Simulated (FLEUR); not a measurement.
**Al: equation of state with PW91**

**The experiment to reproduce.**

From “The interpretation of polycrystalline coherent inelastic neutron scattering from aluminium”, 2013, pmc:3831299, for a bulk crystal of Al: bulk modulus 76.9 GPa.

The system is Al.

```
Al
1.0
     0.00000    2.02481    2.02481
     2.02481    0.00000    2.02481
     2.02481    2.02481    0.00000
Al
1
Cartesian
  0.0000 0.0000 0.0000
```

```json
{"Program": "FLEUR MaX-R8.1 (later development tree)", "Task": "equation of state", "Functional": "PW91", "Potentials or basis": "all-electron", "Basis": "FLAPW", "Kmax": "4.1 1/bohr", "k mesh": "11 × 11 × 11", "Occupations": "fermi-dirac, width 0.05 eV", "Spin": "no spin polarisation", "Gmax": "12.7 1/bohr", "Muffin-tin radii": "Al 2.45 bohr", "lmax": "Al 10", "Local orbitals a species": "Al 4"}
```

| Property | Result |
| --- | --- |
| Equilibrium volume | 16.60 Å³/atom |
| Bulk modulus | 75 GPa |
| Pressure derivative of the bulk modulus | 4.5 (rough: it moves with the points fitted) |

Energy against volume, from the lowest point:
```csv
volume (Å³/atom),energy (meV/atom)
15.607,15.71
15.939,6.71
16.603,0.00
17.267,5.85
17.599,12.69
```

Measured bulk modulus of Al: 76.9 GPa (quoted in “The interpretation of polycrystalline coherent inelastic neutron scattering from aluminium”, 2013, pmc:3831299). This calculation gives 75 GPa (-1.9 %). The fit is for a static lattice scaled at fixed shape and fixed fractional positions. The cell as given is a measured one (16.60 Å³/atom); PW91 puts the equilibrium volume +0.0 % from it, thermal expansion not counted.
